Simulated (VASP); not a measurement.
# Ir (Fm-3m) in VASP: further runs

Runs on Ir. Level: LDA. Tasks: equation of state.

Program: VASP 6.6.1. These are calculated values, not measurements. Logs are shortened: lines on timing, memory, paths and dates and some standing lists are left out, and cuts for length are marked.

**1. The structure**

Symmetry: Fm-3m, No. 225, cubic system. The conventional cell has a = 3.820 Å, b = 3.820 Å, c = 3.820 Å, α = 90.00°, β = 90.00°, γ = 90.00°. Ir (site symmetry m-3m) has 12 Ir at 2.70 Å as nearest neighbours.

**2. Equation of state, LDA, 13.38 Å³/atom (a relaxed cell with its volume scaled by 0.96)**

File INCAR:

```
  PREC = Accurate
  ENCUT = 520
  EDIFF = 1E-6
  ISMEAR = -1
  SIGMA = 0.05
  LREAL = F
  LASPH = T
  NELM = 100
  ALGO = Normal
  ISIF = 2
  LWAVE = F
  LCHARG = F
```

File KPOINTS:

```
Automatic mesh
0
Gamma
  10 10 10
```

File POSCAR:

```
Ir                                      
1.0
   -0.0000000000      1.8840878579      1.8840878579
    1.8840878579     -0.0000000000      1.8840878579
    1.8840878579      1.8840878579     -0.0000000000
  Ir            
     1
Direct
     0.0000000000000000    0.0000000000000000    0.0000000000000000
```

Potentials or basis: VASP PAW LDA potentials, release 64 (Ir).

Started as:

```
$ cat potpaw_LDA.64/Ir/POTCAR > POTCAR
$ mpirun -np 1 vasp_std > vasp.out
```

OUTCAR:

```text
PREC = Accurate
   ENCUT = 520
   EDIFF = 1E-6
   ISMEAR = -1
   LREAL = F
   LASPH = T
   NELM = 100
   ISIF = 2

 ion  position               nearest neighbor table
   1  0.000  0.000  0.000-

  LATTYP: Found a face centered cubic cell.
 ALAT       =     3.7681757158

  Lattice vectors:

 A1 = (   0.0000000000,   1.8840878579,   1.8840878579)
 A2 = (   1.8840878579,   0.0000000000,   1.8840878579)
 A3 = (   1.8840878579,   1.8840878579,   0.0000000000)

Analysis of symmetry for initial positions (statically):
=====================================================================
 Subroutine PRICEL returns:
 Original cell was already a primitive cell.

 Routine SETGRP: Setting up the symmetry group for a
 face centered cubic supercell.

 Subroutine GETGRP returns: Found 48 space group operations
 (whereof 48 operations were pure point group operations)
 out of a pool of 48 trial point group operations.

The static configuration has the point symmetry O_h .

Analysis of symmetry for dynamics (positions and initial velocities):
=====================================================================
 Subroutine PRICEL returns:
 Original cell was already a primitive cell.

 Routine SETGRP: Setting up the symmetry group for a
 face centered cubic supercell.

 Subroutine GETGRP returns: Found 48 space group operations
 (whereof 48 operations were pure point group operations)
 out of a pool of 48 trial point group operations.

The dynamic configuration has the point symmetry O_h .

 Subroutine INISYM returns: Found 48 space group operations
 (whereof 48 operations are pure point group operations),
 and found     1 'primitive' translations

----------------------------------------------------------------------------------------

                                     Primitive cell

  volume of cell :      13.3762

  direct lattice vectors                    reciprocal lattice vectors
     0.000000000  1.884087858  1.884087858    -0.265380406  0.265380406  0.265380406
     1.884087858  0.000000000  1.884087858     0.265380406 -0.265380406  0.265380406
     1.884087858  1.884087858  0.000000000     0.265380406  0.265380406 -0.265380406

  length of vectors
     2.664502601  2.664502601  2.664502601     0.459652346  0.459652346  0.459652346

  position of ions in fractional coordinates (direct lattice)
     0.000000000  0.000000000  0.000000000

  ion indices of the primitive-cell ions
   primitive index   ion index
                 1           1

----------------------------------------------------------------------------------------

 KPOINTS: Automatic mesh

Automatic generation of k-mesh.
 Grid dimensions read from file:
 generate k-points for:   10   10   10

 Generating k-lattice:

  Cartesian coordinates                     Fractional coordinates (reciprocal lattice)
    -0.026538041  0.026538041  0.026538041     0.100000000  0.000000000  0.000000000
     0.026538041 -0.026538041  0.026538041     0.000000000  0.100000000  0.000000000
     0.026538041  0.026538041 -0.026538041     0.000000000  0.000000000  0.100000000

  Length of vectors
     0.045965235  0.045965235  0.045965235

  Shift w.r.t. Gamma in fractional coordinates (k-lattice)
     0.000000000  0.000000000  0.000000000

 Subroutine IBZKPT returns following result:
 ===========================================

 Found     47 irreducible k-points:

 Following reciprocal coordinates:
            Coordinates               Weight
  0.000000  0.000000  0.000000      1.000000
  0.100000  0.000000  0.000000      8.000000
  0.200000  0.000000  0.000000      8.000000
  0.300000  0.000000  0.000000      8.000000
  0.400000  0.000000  0.000000      8.000000
  0.500000  0.000000  0.000000      4.000000
[... 16 lines left out ...]
  0.300000  0.300000  0.000000      6.000000
  0.400000  0.300000  0.000000     24.000000
 [... further k-points ...]
   k-points           NKPTS =     47   k-points in BZ     NKDIM =     47   number of bands    NBANDS=      8
   number of dos      NEDOS =    301   number of ions     NIONS =      1
   total plane-waves  NPLWV =   8000
   dimension x,y,z NGX =    20 NGY =   20 NGZ =   20
   dimension x,y,z NGXF=    40 NGYF=   40 NGZF=   40
   ions per type =               1
   NGX,Y,Z   is equivalent  to a cutoff of  12.48, 12.48, 12.48 a.u.
   NGXF,Y,Z  is equivalent  to a cutoff of  24.96, 24.96, 24.96 a.u.
 SYSTEM =  unknown system
   PREC   = accura    normal or accurate (medium, high low for compatibility)
   ISTART =      0    job   : 0-new  1-cont  2-samecut
   ICHARG =      2    charge: 1-file 2-atom 10-const
   ISPIN  =      1    spin polarized calculation?
   LNONCOLLINEAR =      F non collinear calculations
   LSORBIT =      F    spin-orbit coupling
   LASPH  =      T    aspherical Exc in radial PAW
   ENCUT  =  520.0 eV  38.22 Ry    6.18 a.u.   4.95  4.95  4.95*2*pi/ulx,y,z
   NELM   =    100;   NELMIN=  2; NELMDL= -5     # of ELM steps
   EDIFF  = 0.1E-05   stopping-criterion for ELM
   LREAL  =      F    real-space projection
   EDIFFG = 0.1E-04   stopping-criterion for IOM
   NSW    =      0    number of steps for IOM
   IBRION =     -1    ionic relax: 0-MD 1-quasi-New 2-CG
   NFREE  =      0    steps in history (QN), initial steepest desc. (CG)
   ISIF   =      2    stress and relaxation
   ISYM   =      2    0-nonsym 1-usesym 2-fastsym
   POTIM  = 0.5000    time-step for ionic-motion
   TEBEG  =    0.0;   TEEND  =   0.0 temperature during run
   PSTRESS=    0.0 pullay stress
   NELECT =       9.0000    total number of electrons
   NUPDOWN=      -1.0000    fix difference up-down
   EMIN   =  10.00;   EMAX   =-10.00  energy-range for DOS
   EFERMI =   0.00;   METHOD = LEGACY
   ISMEAR =    -1;   SIGMA  =   0.05  broadening in eV -4-tet -1-fermi 0-gaus
   EFERMI_NEDOS =   21; number of points for ismear=-14 and -15
   IALGO  =     38    algorithm
   IMIX   =      4    mixing-type and parameters
     AMIX     =   0.40;   BMIX     =  1.00
     AMIX_MAG =   1.60;   BMIX_MAG =  1.00
  volume/ion in A,a.u.               =      13.38        90.27
  Fermi-wavevector in a.u.,A,eV,Ry     =   1.434535  2.710878 27.999307  2.057891
  Thomas-Fermi vector in A             =   2.553933
   LORBIT       =      0    0 simple, 1 ext, 2 COOP (PROOUT), +10 PAW based schemes
   GGA     = CA    functional components
   LHFCALC =     F    Hartree Fock is set to
   AEXX    =    0.0000 exact exchange contribution
   IVDW    =     0    specifies the selected vdW correction
   LEPSILON=     F    determine dielectric tensor
   LRPA    =     F    only Hartree local field effects (RPA)
 non-spin polarized calculation
  energy-cutoff  :      520.00
  volume of cell :       13.38
 maximum number of plane-waves:       370
   NGX =  9   NGY =  9   NGZ =  9

 number of electron       9.0000001 magnetization

 Free energy of the ion-electron system (eV)
  ---------------------------------------------------
  ext. energy  EPLUGINS =         0.00000000
  ---------------------------------------------------
  free energy    TOTEN  =       -10.30286471 eV

  energy without entropy =      -10.29443540  energy(sigma->0) =      -10.29865005

 E-fermi :  11.4096     XC(G=0): -14.4646

 val. band max:       11.3824124008   @ k =  -0.3000   0.3000   0.1000
 cond. band min:      11.4353234845   @ k =  -0.4000   0.5000   0.1000
 fundamental gap:      0.0529110837
 Fermi energy:        11.4095972806

 k-point     1 :       0.0000    0.0000    0.0000
  band No.  band energies     occupation
      1      -0.3910      2.00000
      2       7.0586      2.00000
      3       7.0586      2.00000
      4       7.0586      2.00000
      5      10.0441      2.00000
      6      10.0441      2.00000
      7      25.5344      0.00000
      8      31.4223      0.00000

 k-point     2 :       0.1000    0.0000    0.0000
  band No.  band energies     occupation
      1       0.0738      2.00000
      2       6.8183      2.00000
      3       7.2554      2.00000
      4       7.2554      2.00000
      5       9.9211      2.00000
      6       9.9211      2.00000
      7      26.3412      0.00000
      8      29.5135      0.00000

 k-point     3 :       0.2000    0.0000    0.0000
  band No.  band energies     occupation
      1       1.2653      2.00000
      2       6.4618      2.00000
      3       7.5588      2.00000
      4       7.5588      2.00000
      5       9.9268      2.00000
      6       9.9268      2.00000
      7      26.6084      0.00000
      8      28.2057      0.00000

 k-point     4 :       0.3000    0.0000    0.0000
  band No.  band energies     occupation
      1       2.3627      2.00000
      2       7.0143      2.00000
      3       7.4192      2.00000
      4       7.4192      2.00000
      5      10.7038      2.00000
      6      10.7038      2.00000
      7      23.9878      0.00000
      8      27.7899      0.00000

 k-point     5 :       0.4000    0.0000    0.0000
  band No.  band energies     occupation
      1       2.6188      2.00000
      2       7.0956      2.00000
      3       7.0956      2.00000
      4       9.0239      2.00000
      5      11.8072      0.00070
      6      11.8072      0.00070
      7      21.0134      0.00000
      8      25.7923      0.00000
[... 177 lines left out ...]
 k-point    22 :      -0.2000    0.2000    0.0000
  band No.  band energies     occupation
      1       3.4565      2.00000
      2       5.7693      2.00000
      3       7.0319      2.00000
      4       8.6232      2.00000
      5       8.9099      2.00000
      6      12.7093      0.00000
      7      25.2980      0.00000
      8      28.8409      0.00000

 k-point    23 :       0.3000    0.3000    0.0000
  band No.  band energies     occupation
      1       3.2016      2.00000
      2       4.3752      2.00000
      3       8.3662      2.00000
      4      10.1274      2.00000
      5      10.1274      2.00000
      6      11.4532      0.58978
      7      28.3423      0.00000
      8      28.3423      0.00000

 k-point    24 :       0.4000    0.3000    0.0000
  band No.  band energies     occupation
      1       3.4415      2.00000
      2       4.1476      2.00000
      3       8.4727      2.00000
      4      10.3824      2.00000
      5      12.2026      0.00000
      6      12.2119      0.00000
      7      24.6876      0.00000
      8      26.9408      0.00000

 [... further k-points ...]
[... 5 lines left out ...]
  --------------------------------------------------------------------------------------
  -------------------------------------------------------------------------------------
  Total        1.5141489      1.5141489      1.5141489     -0.0000000      0.0000000     -0.0000000
  in kB      181.3617565    181.3617565    181.3617565     -0.0000000      0.0000000     -0.0000000
  external PRESSURE =     181.3617565 kB  Pullay stress =       0.0000000 kB

 VOLUME and BASIS-vectors are now :
 -----------------------------------------------------------------------------
  energy-cutoff  :      520.00
  volume of cell :       13.38
      direct lattice vectors                 reciprocal lattice vectors
     0.000000000  1.884087858  1.884087858    -0.265380406  0.265380406  0.265380406
     1.884087858  0.000000000  1.884087858     0.265380406 -0.265380406  0.265380406
     1.884087858  1.884087858  0.000000000     0.265380406  0.265380406 -0.265380406

 POSITION                                       TOTAL-FORCE (eV/Angst)
 -----------------------------------------------------------------------------------
      0.00000      0.00000      0.00000         0.000000      0.000000      0.000000
 -----------------------------------------------------------------------------------
    total drift:                                0.000000     -0.000000     -0.000000

  FREE ENERGIE OF THE ION-ELECTRON SYSTEM (eV)
  ---------------------------------------------------
  free  energy   TOTEN  =       -10.3028647106 eV

  energy  without entropy=      -10.2944353973  energy(sigma->0) =      -10.29865005
```

Run time: 3.7 s. Hardware: 1 thread of Intel Xeon Platinum 8488C (Sapphire Rapids), shared host; peak memory 0.12 GiB.

Results:

```yaml
Free_energy: -10.3029 eV
Pressure: 18.1 GPa
Band_gap_on_the_k_mesh: none (metal or under the smearing width)
```

**3. Equation of state, LDA, 13.65 Å³/atom (a relaxed cell with its volume scaled by 0.98)**

INCAR is that of step 2.

KPOINTS is that of step 2.

File POSCAR:

```
Ir                                      
1.0
   -0.0000000000      1.8970819779      1.8970819779
    1.8970819779     -0.0000000000      1.8970819779
    1.8970819779      1.8970819779     -0.0000000000
  Ir            
     1
Direct
     0.0000000000000000    0.0000000000000000    0.0000000000000000
```

Potentials or basis: VASP PAW LDA potentials, release 64 (Ir).

Started as:

```
$ cat potpaw_LDA.64/Ir/POTCAR > POTCAR
$ mpirun -np 1 vasp_std > vasp.out
```

It took 3.6 s on 1 thread of Intel Xeon Platinum 8488C (Sapphire Rapids), shared host; peak memory 0.12 GiB.

The run converged. Its results:

```yaml
Free_energy: -10.3260 eV
Pressure: 8.4 GPa
Band_gap_on_the_k_mesh: none (metal or under the smearing width)
```

**4. Equation of state, LDA, 13.93 Å³/atom**

INCAR is that of step 3.

KPOINTS is that of step 3.

File POSCAR:

```
Ir                                      
1.0
   -0.0000000000      1.9099004882      1.9099004882
    1.9099004882     -0.0000000000      1.9099004882
    1.9099004882      1.9099004882     -0.0000000000
  Ir            
     1
Direct
     0.0000000000000000    0.0000000000000000    0.0000000000000000
```

Started as:

```
$ cat potpaw_LDA.64/Ir/POTCAR > POTCAR
$ mpirun -np 1 vasp_std > vasp.out
```

Wall time 4.5 s (1 thread of Intel Xeon Platinum 8488C (Sapphire Rapids), shared host); peak memory 0.12 GiB.

It converged, with:

```yaml
Free_energy: -10.3332 eV
Pressure: -0.2 GPa
Band_gap_on_the_k_mesh: none (metal or under the smearing width)
```

**5. Equation of state, LDA, 14.21 Å³/atom (a relaxed cell with its volume scaled by 1.02)**

INCAR is that of step 4.

KPOINTS is that of step 4.

File POSCAR:

```
Ir                                      
1.0
   -0.0000000000      1.9225492044      1.9225492044
    1.9225492044     -0.0000000000      1.9225492044
    1.9225492044      1.9225492044     -0.0000000000
  Ir            
     1
Direct
     0.0000000000000000    0.0000000000000000    0.0000000000000000
```

Started as:

```
$ cat potpaw_LDA.64/Ir/POTCAR > POTCAR
$ mpirun -np 1 vasp_std > vasp.out
```

Wall time 3.5 s (1 thread of Intel Xeon Platinum 8488C (Sapphire Rapids), shared host); peak memory 0.12 GiB.

The run converged. Its results:

```yaml
Free_energy: -10.3263 eV
Pressure: -7.8 GPa
Band_gap_on_the_k_mesh: none (metal or under the smearing width)
```

**6. Equation of state, LDA, 14.49 Å³/atom (a relaxed cell with its volume scaled by 1.04)**

INCAR is that of step 5.

KPOINTS is that of step 5.

File POSCAR:

```
Ir                                      
1.0
   -0.0000000000      1.9350336400      1.9350336400
    1.9350336400     -0.0000000000      1.9350336400
    1.9350336400      1.9350336400     -0.0000000000
  Ir            
     1
Direct
     0.0000000000000000    0.0000000000000000    0.0000000000000000
```

Potentials or basis: VASP PAW LDA potentials, release 64 (Ir).

Started as:

```
$ cat potpaw_LDA.64/Ir/POTCAR > POTCAR
$ mpirun -np 1 vasp_std > vasp.out
```

Wall time 3.4 s (1 thread of Intel Xeon Platinum 8488C (Sapphire Rapids), shared host); peak memory 0.12 GiB.

It converged, with:

```yaml
Free_energy: -10.3070 eV
Pressure: -14.5 GPa
Band_gap_on_the_k_mesh: none (metal or under the smearing width)
```

**7. Equation of state, LDA**

This step only gathers the single runs of the series.

What came out:

- Equilibrium volume: 13.93 Å³/atom
- Bulk modulus: 404 GPa
- Pressure derivative of the bulk modulus: 5.0 (rough: it moves with the points fitted)

Energy against volume, from the lowest point:
```tsv
volume (Å³/atom)	energy (meV/atom)
13.376	30.32
13.655	7.23
13.934	0.00
14.212	6.85
14.491	26.17
```

The run has no spin-orbit coupling, so splittings on Ir are missing.
